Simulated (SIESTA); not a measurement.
Te2Pt (Moncheite) in SIESTA: the effect of functional

Crystal: Te2Pt (Moncheite).

```xyz
3
Lattice="4.0100 0.0000 0.0000 -2.0050 3.4728 0.0000 0.0000 0.0000 5.2010" Properties=species:S:1:pos:R:3 pbc="T T T"
Pt    0.0000    0.0000    0.0000
Te    2.0050    1.1576    3.9007
Te    0.0000    2.3152    1.3002
```

Alike in all runs:

```yaml
Program: SIESTA 5.4.2
Task: band structure
Basis: DZP (energy shift 0.003 Ry; two zetas on semicore shells)
Grid_cutoff: 800 Ry
Energy_shift: 0.003 Ry
k_mesh: 8 × 8 × 5
Occupations: fermi-dirac, width 0.05 eV
Spin: no spin polarisation
```

Q: One run gave: pressure 5.0 GPa; largest force 1.17 eV/Å. Which functional did it use?
A. revPBE
B. RPBE
C. WC
D. LDA
E. BLYP

A: D.

| functional | potentials or basis | pressure (GPa) | largest force (eV/Å) |
| --- | --- | --- | --- |
| LDA | PseudoDojo 0.4 standard (LDA files) | 5.0 | 1.17 |
| PBEsol | PseudoDojo 0.4 standard (PBEsol files) | 7.2 | 1.34 |
| AM05 | PseudoDojo 0.4 standard (PBEsol files) | 6.9 | 1.22 |
| WC | PseudoDojo 0.4 standard (PBEsol files) | 7.8 | 1.41 |
| PW91 | PseudoDojo 0.4 standard (PBE files) | 12.1 | 1.64 |
| revPBE | PseudoDojo 0.4 standard (PBE files) | 13.3 | 1.67 |
| RPBE | PseudoDojo 0.4 standard (PBE files) | 13.9 | 1.71 |
| BLYP | PseudoDojo 0.4 standard (PBE files) | 18.7 | 1.95 |

Caveats: short orbitals over semicore shells can move pressures by several GPa; the basis of atomic orbitals isn't converged, which shifts pressures, moduli and gaps; the potentials were made for another functional, which shifts forces and pressure (some runs); forces of over 1 eV/Å show positions far from the minimum, so gaps and moduli don't describe the material at rest (some runs).

Runs at the PBE level aren't shown here.
